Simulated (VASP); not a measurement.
**KI: single point with PBEsol**

**The experiment to reproduce.**

A printed reference work, monograph reports, for a bulk crystal of KI: band gap 6.32 eV.

KI:

```xyz
2
Lattice="0.0000 3.5328 3.5328 3.5328 0.0000 3.5328 3.5328 3.5328 0.0000" Properties=species:S:1:pos:R:3 pbc="T T T"
I     3.5328    3.5328    3.5328
K     0.0000    0.0000    0.0000
```

```json
{
 "Program": "VASP 6.6.1",
 "Task": "single point",
 "Functional": "PBEsol",
 "Potentials or basis": "VASP PAW PBE potentials, release 64 (I, K_sv)",
 "Cutoff": "520 eV",
 "k mesh": "4 × 4 × 4",
 "Occupations": "fermi-dirac, width 0.05 eV",
 "Spin": "no spin polarisation",
 "Dipole correction": "no",
 "Further INCAR settings": "ALGO = Normal; EDIFF = 1e-06; NBANDS = 15"
}
```

```yaml
Pressure: -0.2 GPa
Band_gap_on_the_k_mesh: 3.81 eV
```

Levels at points of the mesh, in eV from the valence-band top:
```
           k point  band 5  band 6  band 7  band 8  band 9  band 10  band 11  band 12
(0.00, 0.00, 0.00)  -10.54    0.00    0.00    0.00    3.81     6.43     6.43     6.43
(0.50, 0.00, 0.00)  -10.24   -1.35   -0.34   -0.34    5.38     7.61     8.07     8.07
(0.50, 0.50, 0.00)  -10.39   -1.02   -0.37   -0.37    4.83     5.67     8.07     8.65
```

It took 24 s on 1 thread of Intel Xeon 8259CL, on a shared host, peak memory 0.23 GiB.

Against the measured gap of KI, 6.32 eV (a printed reference work, monograph), the calculated 3.81 eV is off by -2.51 eV. Spin-orbit coupling on I is left out. The value is that of PBEsol, without temperature or zero-point motion. Semilocal functionals fall short of measured gaps as a rule.

Caveat: the PAW data sets were made with another functional, which shifts forces and pressure a little; spin-orbit coupling is left out, which moves the levels of the heavy elements.
